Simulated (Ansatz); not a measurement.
# AlNi: strain energy, fitted

AlNi, Pm-3m, a = 2.893 Å. The structure is a Materials Project entry; whether it is the stable form wasn't checked. Ansatz: PBE, PAW, 420 eV, Γ-centred 18×18×18 mesh on 2 atoms, Gaussian smearing 0.10 eV; no spin polarisation. Series: uniaxial strain along c, with a, b and atoms relaxed; x is the strain in per cent. y is the free energy over the unstrained cell, V0 = 12.108 Å³/atom.

| x (%) | y (meV/atom) |
| --- | --- |
| -4.5 | 9.44 |
| -3.0 | 3.81 |
| -1.5 | 0.83 |
| 0.0 | 0.00 |
| 1.5 | ? |
| 3.0 | 2.77 |
| 4.5 | 6.00 |

Q: Fit y = c2 x² + c3 x³ to the other rows, turn c2 into a modulus, and predict the missing energy.

A: Least squares on the rows shown. y = 0.3785 x² − 0.01889 x³. In eV per unit strain² c2 is 3.785; this is Young's modulus along the axis (E = ½ Y V0 ε²): 2 × 3.785 × 160.2 / (12.108) = 100 GPa. With a term in x⁴ added, the coefficient of x² becomes 0.3517, 7 % less, which shows how far this figure hangs on the form. At x = 1.5 the fit asked for gives 0.79 meV/atom. The run gave 0.71 meV/atom, so the fit is 0.08 meV/atom too high, within the rms miss on the fitted rows (0.09 meV/atom).

Cost: 7 runs of about 5.3 core-minutes in all, on Arm Neoverse V1 (shared hosts).